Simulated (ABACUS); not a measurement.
# ZrS2 (P-3m1) in ABACUS: settings compared

Aim: see how the results for ZrS2 move with the level of theory and the settings. Levels: r2SCAN, LDA-PW92. Tasks: single point.

Program: ABACUS 3.10.1. These are calculated values, not measurements. Logs are shortened: lines on timing, memory, paths and dates and some standing lists are left out, and cuts for length are marked.

**Measured values to compare with.**

From “Stress-Tuned Optical Transitions in Layered 1T-MX2 (M= Hf, Zr, Sn; X= S, Se) Crystals”, 2022, arxiv:2210.12074, for a bulk crystal of ZrS2: band gap 1.68 eV (indirect).

How close the calculation comes is told below.

## (1) The structure

The structure is trigonal, space group P-3m1 (No. 164). The conventional cell has a = 3.691 Å, b = 3.691 Å, c = 6.041 Å, α = 90.00°, β = 90.00°, γ = 120.00°. Zr (site symmetry -3m) is surrounded by 6 S at 2.57 Å. Around S (site symmetry 3m) lie 3 Zr at 2.57 Å.

The cell is a database's computed one.

## (2) Single point, r2SCAN

Contents of INPUT:

```
INPUT_PARAMETERS
suffix              ZrS2
calculation         scf
basis_type          lcao
pseudo_dir          ./
orbital_dir         ./
symmetry            1
dft_functional      MGGA_X_R2SCAN+MGGA_C_R2SCAN
ecutwfc             100
pseudo_rcut         10
nspin               1
nbands              22
ks_solver           genelpa
smearing_method     fd
smearing_sigma      0.00367493
scf_thr             1e-07
scf_nmax            100
mixing_type         broyden
mixing_beta         0.7
cal_force           1
cal_stress          1
mixing_tau          1
out_mul             1
out_chg             1
```

Contents of STRU:

```
ATOMIC_SPECIES
Zr 91.2240 Zr_ONCV_PBE-1.2.upf
S 32.0600 S_ONCV_PBE-1.2.upf

NUMERICAL_ORBITAL
Zr_confined-atom_8au_3s2p2d1f.orb
S_confined-atom_7au_2s2p1d.orb

LATTICE_CONSTANT
1.8897261246

LATTICE_VECTORS
3.6913825498 0.0000000000 0.0000000000
-1.8456912749 3.1968310632 0.0000000000
0.0000000000 0.0000000000 6.0410770100

ATOMIC_POSITIONS
Direct

Zr
0.0
1
0.0000000000 0.0000000000 0.0000000000 1 1 1

S
0.0
2
0.3333333333 0.6666666667 0.2379099700 1 1 1
0.6666666667 0.3333333333 0.7620900300 1 1 1
```

Contents of KPT:

```
K_POINTS
0
Gamma
6 6 4 0 0 0
```

Potentials or basis: SG15 ONCV 1.2 PBE, DZP LCAO (the cutoffs set its grid).

Launch:

```
$ OMP_NUM_THREADS=1 mpirun -np 4 abacus > log
```

running log:

```text
ABACUS v3.10.1

               Atomic-orbital Based Ab-initio Computation at UStc

 ------------------------------------------------------------------------------------

 READING GENERAL INFORMATION
                           global_out_dir = OUT.ZrS2/
                           global_in_card = INPUT
                               pseudo_dir = ./
                              orbital_dir = ./
                                    DSIZE = 4
                                    GSIZE = 1

 READING UNITCELL INFORMATION
                                    ntype = 2
                  lattice constant (Bohr) = 1.88973
              lattice constant (Angstrom) = 1

 READING ATOM TYPE 1
                               atom label = Zr
                      L=0, number of zeta = 3
                      L=1, number of zeta = 2
                      L=2, number of zeta = 2
                      L=3, number of zeta = 1
             number of atom for this type = 1

 READING ATOM TYPE 2
                               atom label = S
                      L=0, number of zeta = 2
                      L=1, number of zeta = 2
                      L=2, number of zeta = 1
             number of atom for this type = 2

                        TOTAL ATOM NUMBER = 3
DIRECT COORDINATES
    atom                   x                   y                   z     mag                  vx                  vy                  vz
taud_Zr1            0.0000000000        0.0000000000        0.0000000000  0.0000        0.0000000000        0.0000000000        0.0000000000
taud_S1            0.3333333333        0.6666666667        0.2379099700  0.0000        0.0000000000        0.0000000000        0.0000000000
taud_S2            0.6666666667        0.3333333333        0.7620900300  0.0000        0.0000000000        0.0000000000        0.0000000000

                          Volume (Bohr^3) = 481.083
                             Volume (A^3) = 71.289

 Lattice vectors: (Cartesian coordinate: in unit of a_0)
             +3.69138                  +0                  +0
             -1.84569            +3.19683                  +0
                   +0                  +0            +6.04108
 Reciprocal vectors: (Cartesian coordinate: in unit of 2 pi/a_0)
            +0.270901           +0.156405                  -0
                   -0            +0.31281                  -0
                   +0                  -0           +0.165533
 The esolver type has been set to : ksdft_lcao

                PAO radial cut off (Bohr) = 10

 Read in pseudopotential file is Zr_ONCV_PBE-1.2.upf
                     pseudopotential type = NC
          exchange-correlation functional = PBE
                 nonlocal core correction = 0
                        valence electrons = 12
                                     lmax = 2
                           number of zeta = 0
                     number of projectors = 6
                           L of projector = 0
                           L of projector = 0
                           L of projector = 1
                           L of projector = 1
                           L of projector = 2
                           L of projector = 2
 XC functional updated to : MGGA_X_R2SCAN+MGGA_C_R2SCAN
          exchange-correlation functional = MGGA_X_R2SCAN+MGGA_C_R2SCAN
                PAO radial cut off (Bohr) = 10

 Read in pseudopotential file is S_ONCV_PBE-1.2.upf
                     pseudopotential type = NC
          exchange-correlation functional = PBE
                 nonlocal core correction = 0
                        valence electrons = 6
                                     lmax = 1
                           number of zeta = 0
                     number of projectors = 4
                           L of projector = 0
                           L of projector = 0
                           L of projector = 1
                           L of projector = 1
 XC functional updated to : MGGA_X_R2SCAN+MGGA_C_R2SCAN
          exchange-correlation functional = MGGA_X_R2SCAN+MGGA_C_R2SCAN
     initial pseudo atomic orbital number = 0

 SETUP THE ELECTRONS NUMBER
            electron number of element Zr = 12
      total electron number of element Zr = 12
             electron number of element S = 6
       total electron number of element S = 12
            AUTOSET number of electrons:  = 24
                           occupied bands = 12
                                   NLOCAL = 52
                                   NBANDS = 22
                                   NBANDS = 22
                                   NLOCAL = 52

%%%%%%%%%%%%%%%%%%%%%%%%%%%%%%%%%%%%%%%%%%%%%%%%%%%%%%%%%%%%%%%%%%%%%%%%%%%%%%%%%%%%%%%%%%%%%%%%%%%%%%%%%%
 Warning: the number of valence electrons in pseudopotential > 4 for Zr: [Kr] 4d2 5s2
 Pseudopotentials with additional electrons can yield (more) accurate outcomes, but may be less efficient.
 If you're confident that your chosen pseudopotential is appropriate, you can safely ignore this warning.
[... 89 lines left out ...]
(for k-lattice: )
                             BRAVAIS TYPE = 4
                     BRAVAIS LATTICE NAME = 04. Hexagonal cell
                                    ibrav = 4
                       right hand lattice = 1
                        ROTATION MATRICES = 24
                               nkstot_ibz = 24
K-POINTS REDUCTION ACCORDING TO SYMMETRY
     IBZ    DIRECT_X    DIRECT_Y    DIRECT_Z  WEIGHT  ibz2bz
       1  0.00000000  0.00000000  0.00000000  0.0069       0
       2 -0.16666667  0.16666667  0.00000000  0.0417       1
       3 -0.33333333  0.33333333  0.00000000  0.0417       2
       4  0.50000000  0.50000000  0.00000000  0.0208       3
       5 -0.16666667  0.33333333  0.00000000  0.0417       7
       6  0.50000000  0.33333333  0.00000000  0.0833       8
[... 16 lines left out ...]
      23  0.50000000  0.33333333  0.50000000  0.0833      80
      24  0.33333333  0.33333333  0.50000000  0.0139      86

                               nkstot now = 24
[... K-POINTS DIRECT COORDINATES: 24 rows ...]

           k-point number in this process = 24
       minimum distributed K point number = 24
[... stars of the k points ...]

[... K-POINTS CARTESIAN COORDINATES: 24 rows ...]

[... K-POINTS DIRECT COORDINATES: 24 rows ...]

 SETUP PLANE WAVES FOR WAVE FUNCTIONS
     energy cutoff for wavefunc (unit:Ry) = 100
              fft grid for wave functions = [ 45, 45, 75 ]
                    number of plane waves = 10587
                         number of sticks = 397

 PARALLEL PW FOR WAVE FUNCTIONS
     PROC   COLUMNS(POT)             PW
        1             99           2647
        2            100           2650
        3             99           2645
        4             99           2645
 --------------- sum -------------------
        4            397          10587

 SET NONLOCAL PSEUDOPOTENTIAL PROJECTORS
 SET NONLOCAL PSEUDOPOTENTIAL PROJECTORS
 max number of nonlocal projetors among all species is 6

 -------------------------------------------
 SELF-CONSISTENT
 -------------------------------------------

 SETUP SEARCHING RADIUS FOR PROGRAM TO SEARCH ADJACENT ATOMS
                  longest orb rcut (Bohr) = 8
   longest nonlocal projector rcut (Bohr) = 2.54
                     search radius (Bohr) = 21.1
              searching radius is (Bohr)) = 21.1
         searching radius unit is (Bohr)) = 1.89
                         PeriodicBoundary = 1
                        Radius(unit:lat0) = 11.2
                                   glayer = [ 5, 5, 3 ]
                             glayer_minus = [ 4, 4, 2 ]

Find the coordinate range of the input atom(unit:lat0).
                                  min_tau = [ -22.1, -12.8, -12.1 ]
                                  max_tau = [ 24, 14.9, 16.7 ]
                                BoxNumber = [ 9, 9, 5 ]

 SETUP EXTENDED REAL SPACE GRID FOR GRID INTEGRATION
                          real space grid = [ 45, 45, 75 ]
                 big cell numbers in grid = [ 9, 9, 15 ]
             meshcell numbers in big cell = [ 5, 5, 5 ]
                        extended fft grid = [ 12, 12, 11 ]
                dimension of extened grid = [ 34, 34, 38 ]
                            UnitCellTotal = 75
              Atom number in sub-FFT-grid = 3
    Local orbitals number in sub-FFT-grid = 52
                                ParaV.nnr = 23832
                                 init_chg = atomic

 LCAO ALGORITHM --------------- ION=   1  ELEC=   1--------------------------------

 Density error is 0.112061446331
----------------------------------------------------------
     Energy           Rydberg                 eV
----------------------------------------------------------
 E_KohnSham     -136.0458789584      -1850.9991432527
 E_Harris       -139.4117622868      -1896.7943353217
 E_Fermi        0.5070497538         6.8987658210
----------------------------------------------------------
[... 102 lines left out ...]
 Density error is 1.3810002131e-08
----------------------------------------------------------
     Energy           Rydberg                 eV
----------------------------------------------------------
 E_KohnSham     -136.1960927188      -1853.0429063116
 E_KS(sigma->0) -136.1960927149      -1853.0429062583
 E_Harris       -136.1960928240      -1853.0429077427
 E_band         -14.5487325262       -197.9456610347
 E_one_elec     -57.8774841954       -787.4635709624
 E_Hartree      35.8227749226        487.3938571187
 E_xc           -20.9242817129       -284.6894578524
 E_Ewald        -93.2171017252       -1268.2837345088
 E_entropy(-TS) -0.0000000078        -0.0000001067
 E_descf        0.0000000000         0.0000000000
 E_exx          0.0000000000         0.0000000000
 E_Fermi        0.5084723945         6.9181218410
----------------------------------------------------------

 charge density convergence is achieved
 final etot is -1853.0429063 eV
 EFERMI = 6.918121841 eV

 STATE ENERGY(eV) AND OCCUPATIONS    NSPIN == 1
 1/24 kpoint (Cartesian) = 0.0000 0.0000 0.0000 (2033 pws)
       1       -44.8592      0.0138889
       2       -21.9299      0.0138889
       3       -21.7802      0.0138889
       4       -21.7802      0.0138889
       5       -6.98027      0.0138889
       6       -5.53735      0.0138889
[... 134 lines left out ...]
      21        17.4248        0.00000
      22        17.6915        0.00000

[... levels at 18 further k points ...]

 correction force for each atom along direction 1 is -1.15787e-14
 correction force for each atom along direction 2 is -3.57492e-14
 correction force for each atom along direction 3 is -3.81750e-14
------------------------------------------------------------------------------------------
 TOTAL-FORCE (eV/Angstrom)
------------------------------------------------------------------------------------------
                       Zr1         0.0000000000         0.0000000000         0.0000000000
                        S1         0.0000000000         0.0000000000         0.0648646204
                        S2         0.0000000000         0.0000000000        -0.0648646204
------------------------------------------------------------------------------------------

----------------------------------------------------------------
 TOTAL-STRESS (KBAR)
----------------------------------------------------------------
         2.5989634183         0.0000000000        -0.0000000000
         0.0000000000         2.5989634184        -0.0000000000
         0.0000000000         0.0000000000         4.6089410336
----------------------------------------------------------------
 TOTAL-PRESSURE: 3.268956 KBAR

 --------------------------------------------
 !FINAL_ETOT_IS -1853.0429063116259840 eV
 --------------------------------------------
```

Wall time 40 s (4 MPI ranks of AMD EPYC 7R43 (Zen 3), shared host); peak memory 0.48 GiB.

What came out:

* Free energy: -1853.0429 eV
* Pressure: 0.3 GPa
* Largest force: 0.065 eV/Å
* Band gap on the k mesh: 1.39 eV, indirect (least direct gap 1.97 eV)
* Mulliken charges: Zr +1.00; S -0.50 e

Forces on the atoms (eV/Å):
```
Zr   0.000  0.000  0.000
S    0.000  0.000  0.065
S    0.000  0.000 -0.065
```

Stress tensor (GPa, compression positive):
```
0.26 0.00 0.00
0.00 0.26 0.00
0.00 0.00 0.46
```

Levels at points of the mesh, in eV from the valence-band top:
| k point | band 8 | band 9 | band 10 | band 11 | band 12 | band 13 | band 14 | band 15 | band 16 | band 17 |
| --- | --- | --- | --- | --- | --- | --- | --- | --- | --- | --- |
| (0.00, 0.00, 0.00) | -2.85 | -2.85 | -0.08 | -0.08 | 0.00 | 1.97 | 1.97 | 2.84 | 5.46 | 5.46 |
| (0.50, 0.50, 0.00) | -2.62 | -2.51 | -2.34 | -1.67 | -1.21 | 1.55 | 3.68 | 3.96 | 6.14 | 6.43 |
| (0.00, 0.00, 0.50) | -2.82 | -2.82 | -1.57 | -0.18 | -0.18 | 1.94 | 1.94 | 3.18 | 5.75 | 5.75 |
| (0.50, 0.50, 0.50) | -3.13 | -2.63 | -2.21 | -1.01 | -0.79 | 1.39 | 3.67 | 3.96 | 5.74 | 6.85 |

Caveat: the atomic orbitals were generated for these runs and aren't a published set; Mulliken charges move with the basis; the potentials were made for another functional, which shifts forces and pressure; the basis of atomic orbitals isn't converged, which shifts pressures, moduli and gaps.

## (3) Single point, LDA-PW92

Contents of INPUT:

```
INPUT_PARAMETERS
suffix              ZrS2
calculation         scf
basis_type          pw
pseudo_dir          ./
symmetry            1
dft_functional      LDA_X+LDA_C_PW
ecutwfc             40
pseudo_rcut         10
nspin               1
nbands              22
ks_solver           dav
smearing_method     fd
smearing_sigma      0.00367493
scf_thr             1e-08
scf_nmax            100
mixing_type         broyden
mixing_beta         0.7
cal_force           1
cal_stress          1
ecutrho             320
out_chg             1
out_pot             2
out_elf             0
kpar                4
```

Changes to STRU since step 2:

```diff
@@ -1,8 +1,4 @@
 ATOMIC_SPECIES
-Zr 91.2240 Zr_ONCV_PBE-1.2.upf
-S 32.0600 S_ONCV_PBE-1.2.upf
-
-NUMERICAL_ORBITAL
-Zr_confined-atom_8au_3s2p2d1f.orb
-S_confined-atom_7au_2s2p1d.orb
+Zr 91.2240 zr_lda_v1.uspp.F.UPF
+S 32.0600 s_lda_v1.4.uspp.F.UPF
```

KPT is that of step 2.

Potentials or basis: GBRV ultrasoft 1.5 LDA, plane waves.

Launch:

```
$ OMP_NUM_THREADS=1 mpirun -np 4 abacus > log
```

It took 26 s on 4 MPI ranks of Intel Xeon Platinum 8488C (Sapphire Rapids), shared host; peak memory 0.96 GiB.

It converged, with:

```yaml
Free_energy: -2011.2802 eV
Pressure: -4.6 GPa
Largest_force: 0.315 eV/Å
Band_gap_on_the_k_mesh: 0.95 eV, indirect (least direct gap 1.53 eV)
```

Forces on the atoms (eV/Å):
```
Zr   0.000  0.000  0.000
S    0.000  0.000 -0.315
S    0.000  0.000  0.315
```

Stress tensor (GPa, compression positive):
```
-5.11  0.00  0.00
 0.00 -5.11  0.00
 0.00  0.00 -3.51
```

Levels at points of the mesh, in eV from the valence-band top:
| k point | band 10 | band 11 | band 12 | band 13 | band 14 | band 15 |
| --- | --- | --- | --- | --- | --- | --- |
| (0.00, 0.00, 0.00) | -0.04 | -0.04 | -0.01 | 1.52 | 1.52 | 2.35 |
| (0.50, 0.50, 0.00) | -2.34 | -1.64 | -1.13 | 1.13 | 3.18 | 3.44 |
| (0.00, 0.00, 0.50) | -1.61 | -0.14 | -0.14 | 1.50 | 1.50 | 2.67 |
| (0.50, 0.50, 0.50) | -2.18 | -0.93 | -0.75 | 0.95 | 3.18 | 3.44 |

## (4) Comparison with measurements

Step 2. Measured gap of ZrS2: 1.68 eV (indirect; quoted in “Stress-Tuned Optical Transitions in Layered 1T-MX2 (M= Hf, Zr, Sn; X= S, Se) Crystals”, 2022, arxiv:2210.12074). This calculation gives 1.39 eV (-0.29 eV). Spin-orbit coupling on Zr is left out. The value is that of r2SCAN in an atomic basis (SG15 ONCV 1.2 PBE, DZP LCAO (the cutoffs set its grid)), whose error adds to the functional's, on a finite k mesh, which can miss the band edges, without temperature or zero-point motion. The cell is a database's relaxed one, not the measured one, which moves gaps too.

Step 3. A measured gap of ZrS2 is 1.68 eV (indirect; quoted in “Stress-Tuned Optical Transitions in Layered 1T-MX2 (M= Hf, Zr, Sn; X= S, Se) Crystals”, 2022, arxiv:2210.12074); the calculated 0.95 eV misses it by -0.73 eV. Spin-orbit coupling on Zr is left out. The value is that of LDA-PW92 on a finite k mesh, which can miss the band edges, without temperature or zero-point motion. Semilocal functionals fall short of measured gaps as a rule. The cell is a database's relaxed one, not the measured one, which moves gaps too.
